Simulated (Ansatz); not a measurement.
A 2-atom cell of GaAs started from a crystallographic database: a relaxation of cell and atoms in Ansatz (r2SCAN). It starts from the PBE minimum.

Input file:
```yaml
crystal:
  lattice:
    - [0.0, 2.8722543143, 2.8722543143]
    - [2.8722543143, 0.0, 2.8722543143]
    - [2.8722543143, 2.8722543143, 0.0]
  atoms:
    - { symbol: Ga, position: [0.0, 0.0, 0.0] }
    - { symbol: As, position: [0.25, 0.25, 0.25] }
kpoints:
  mp_grid: { grid: [8, 8, 8] }
hamiltonian:
  xc: r2scan
scf:
  occupations: { method: fermi_dirac, width: 0.02 }
relax:
  f_tol: 0.005
  cell: {}
```

Run as `ansatz run input.yaml --threads 2 --pin off --max-ram 2211MiB --backend cpu --events-out ev --progress --plain --runs-dir out`.

What the program printed (shortened):
```
Functional definition: r2SCAN
Crystal: 2 atoms, lattice volume = 47.391 Å³
Basis set: ecut = 500 eV, 1243 PW (Γ)
Bands: 18, of which v1, the nominal top of the filled ones, is band 14 counted from 1 (13 counted from 0)
Symmetry: 24 space group operations
Space group: F-43m (ITA 216)
k-points: 29 of 512 (time reversal used)
relax step 1: F+E_penalty+E_count = -8655.73771941 eV  P = -2.706 GPa  Ω = 47.391 Å³
relax step 2: F+E_penalty+E_count = -8655.75467811 eV  P = -0.254 GPa  Ω = 45.652 Å³
relax step 3: F+E_penalty+E_count = -8655.75484756 eV  P = +0.020 GPa  Ω = 45.479 Å³
relax step 4: F+E_penalty+E_count = -8655.75442865 eV  P = +0.012 GPa  Ω = 45.479 Å³  (SCF on a basis re-selected at this cell)
Free energy (F): -8655.754429 eV
Fermi energy:    8.340359 eV
--- Stress (GPa, compression-positive) ---
        0.011562       0.000000       0.000000
        0.000000       0.011562       0.000000
        0.000000       0.000000       0.011562
  P = ⅓ Tr σ = 0.0116 GPa (0.116 kbar)
--- Relaxed structure (3 steps of the walk, 3 accepted, 1 SCFs on fresh bases) ---
  F+E_penalty+E_count = -8655.75442865 eV
  cell:  # Å, volume = 45.4787 Å³
    - [0.000000, 2.833083, 2.833083]
    - [2.833083, 0.000000, 2.833083]
    - [2.833083, 2.833083, 0.000000]
  atoms:
    - { symbol: Ga, position: [0.000000, 0.000000, 0.000000] }
    - { symbol: As, position: [0.250000, 0.250000, 0.250000] }
```

The walk took 3 steps and changed the volume by -4.0 %. The last SCF, on a fresh basis, lies 8.4 meV an atom below the first. Final cell: the symmetry is F-43m (No. 216, cubic); conventional cell a = 5.666 Å, 22.74 Å³ an atom. Around Ga lie 4 As at 2.45 Å; around As lie 4 Ga at 2.45 Å.

Calculated for a static, non-magnetic cell.
